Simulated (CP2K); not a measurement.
TiO:

```xyz
2
Lattice="3.0310 0.0000 0.0000 -1.5155 2.6249 0.0000 0.0000 0.0000 3.2377" Properties=species:S:1:pos:R:3 pbc="T T T"
Ti    1.5155    0.8750    0.0000
O     0.0000    0.0000    1.6188
```

Base run:

```yaml
Program: CP2K 2026.2
Functional: optB88-vdW
Potentials_or_basis: POTENTIAL_UZH Ti GTH-PBE-q12, O GTH-PBE-q6; TZVP-MOLOPT-PBE-GTH basis
Density_cutoff: 11565 eV
k_mesh: 10 × 10 × 8
Occupations: fermi-dirac, width 0.05 eV
Spin: no spin polarisation
```

Its results: band gap on the k mesh none (metal or under the smearing width); pressure -36.2 GPa.

Task: The run is repeated on the same cell with these changes: functional from optB88-vdW to LDA. What comes out?

Result: Band gap on the k mesh none (metal or under the smearing width); pressure -43.9 GPa.

Caveats: a pressure of tens of GPa on the cell as given is suspect, and the run, the potentials or the cell itself is likely at fault; the potentials were made for another functional, which shifts forces and pressure; the basis of atomic orbitals isn't converged, which shifts pressures, moduli and gaps; semilocal functionals often make such compounds metallic where correlation or magnetic order opens a gap, which also shifts bond lengths.
